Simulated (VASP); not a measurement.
InH: single point with PBE

Crystal: InH.

```
In H
1.0
     0.00000    2.51545    2.51545
     2.51545    0.00000    2.51545
     2.51545    2.51545    0.00000
In H
1 1
Direct
  0.00000 0.00000 0.00000
  0.50000 0.50000 0.50000
```

The cell comes from a database or a generator and needn't be the stable form of this composition.

The cell isn't the ideal one: V -> In on all its sites, cell and atoms relaxed.

```yaml
Program: VASP 6.6.1
Task: single point
Functional: PBE
Potentials_or_basis: VASP PAW PBE potentials, release 64 (In_d, H)
Cutoff: 520 eV
k_mesh: 14 × 14 × 14
Occupations: gaussian, width 0.1 eV
Spin: no spin polarisation
Dipole_correction: no
Further_INCAR_settings: ALGO = Fast; EDIFF = 1e-07; NBANDS = 14
```

| Property | Result |
| --- | --- |
| Pressure | 0.0 GPa |
| Band gap on the k mesh | none (metal or under the smearing width) |

Levels at points of the mesh, in eV from the Fermi level:
```csv
k point,band 3,band 4,band 5,band 6,band 7,band 8,band 9,band 10,band 11,band 12
"(0.00, 0.00, 0.00)",-14.50,-14.39,-14.39,-9.73,3.48,8.11,8.11,8.11,10.94,12.10
"(0.50, 0.00, 0.00)",-14.50,-14.30,-14.30,-5.55,-4.57,4.41,6.85,6.85,10.01,10.01
"(0.50, 0.50, 0.00)",-14.31,-14.28,-14.28,-4.32,-2.11,0.46,2.98,2.98,6.67,18.85
```

It took 55 s on 1 thread of Intel(R) Xeon(R) Platinum 8488C (Sapphire Rapids) (shared host), peak memory 0.18 GiB.
